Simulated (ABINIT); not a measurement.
TiB2:

```
Ti B
1.0
     3.02920    0.00000    0.00000
    -1.51460    2.62336    0.00000
     0.00000    0.00000    3.22840
Ti B
1 2
Direct
  0.00000 0.00000 0.00000
  0.66667 0.33333 0.50000
  0.33333 0.66667 0.50000
```

| Property | Result |
| --- | --- |
| Program | ABINIT 10.8.3 (patched build) |
| Task | relaxation of cell and atoms |
| Functional | HCTH407 |
| Potentials or basis | JTH PAW PBE v2.0 |
| Cutoff | 408 eV |
| k mesh | 10 × 10 × 8 |
| Occupations | fermi-dirac, width 0.05 eV |
| Spin | no spin polarisation |

At the start: pressure -6.9 GPa; volume 8.55 Å³/atom.

Task: Where does the relaxation end?

Result: Over 5 steps the energy falls by 7.3 meV/atom and the volume is 8.29 Å³/atom (-3.0 %); space group P6/mmm (No. 191, to 0.05 Å).

The path:
```tsv
step	energy change (eV)	largest force (eV/Å)	pressure (GPa)	volume (Å³)
1	0.0000	0.0000	-6.89	25.66
2	-0.0173	0.0000	-1.90	25.12
3	-0.0210	0.0000	0.49	24.86
4	-0.0216	0.0000	0.42	24.85
5	-0.0218	0.0000	0.05	24.88
```

Final structure:
```yaml
crystal:
  lattice:
    - [3.01586, 0.00000, 0.00000]
    - [-1.50793, 2.61181, 0.00000]
    - [0.00000, 0.00000, 3.15839]
  atoms:
    - { symbol: Ti, position: [0.00000, 0.00000, 0.00000] }
    - { symbol: B, position: [0.66667, 0.33333, 0.50000] }
    - { symbol: B, position: [0.33333, 0.66667, 0.50000] }
```

Caveat: the PAW data sets were made with another functional, which shifts forces and pressure a little; the atomic spheres overlap.
